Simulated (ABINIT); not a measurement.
A run of ABINIT 10.8.3 (patched build):

File run.abi:

```
pp_dirpath "./"
pseudos "Ge.GGA_PBE-JTH.xml"

structure "poscar:POSCAR"
natom 2
chkprim 0
chksymtnons 0
tolsym 1.0e-6

ecut 22.0
pawecutdg 44.0
pawxcdev 0

kptopt 1
ngkpt 9 9 6
nshiftk 1
shiftk 0.0 0.0 0.0

ixc 11

nband 18
occopt 3
tsmear 0.00183747

nstep 100
tolvrs 1.0e-9

iomode 3
prtwf 0
prtden 0
prteig 0
prtebands 0
enunit 2
```

POSCAR

```
Ge
1.0
    0.0000000000     -2.0983605200     -2.0983605200
    0.0000000000      2.0983605200     -2.0983605200
    4.1967210500      0.0000000000      0.0000000000
Ge
2
Direct
    0.5554013700      0.4948906800      0.5484903900  Ge
    0.9445986300      0.0051093200      0.9515096100  Ge
```

Potentials or basis: JTH PAW PBE v2.0.

Launch:

```bash
$ abinit run.abi > log 2>&1
```

Hardware: 1 thread of Arm Neoverse V1 (shared host).

How long does it take, and how much memory?

It took 2.8 min on 1 thread of Arm Neoverse V1, on a shared host, peak memory 0.26 GiB. Counts: scf iterations 13, mpi ranks 1, k points 244, bands 18, plane waves 1244.
